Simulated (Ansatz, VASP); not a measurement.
## InP in VASP and in Ansatz

```
CELL_PARAMETERS angstrom
0.00000 2.91398 2.91398
2.91398 0.00000 2.91398
2.91398 2.91398 0.00000
ATOMIC_POSITIONS crystal
In 0.00000 0.00000 0.00000
P 0.25000 0.25000 0.25000
```

Alike in both runs: functional r2SCAN; k mesh 8 × 8 × 8; occupations fermi-dirac, width 0.02 eV; no spin polarisation.

Ansatz relaxed the structure, and its values are those at the end. VASP's run is a single point on that final structure, the one shown.

|  | VASP | Ansatz |
| --- | --- | --- |
| version | VASP 6.6.1 | Ansatz 0.2.0 |
| potentials or method | VASP PAW PBE potentials, release 64 (In_d, P) | PAW plane waves |
| plane-wave cutoff (eV) | 520 | 500 |
| valence electrons in the cell | 18 | 18 |

```csv
,VASP,Ansatz,Ansatz less VASP
gap on the k mesh at the Fermi level (eV),1.27,1.26,-0.009
pressure (GPa),2.9,3.0,+0.14
```

Ansatz warned: «stress_scf_threshold_loose».

Caveats: the PAW data sets were made with another functional, which shifts forces and pressure a little (VASP); spin-orbit coupling is left out, which moves the levels of the heavy elements. r2SCAN opens gaps a little over a GGA but as a rule still falls short of measured ones.
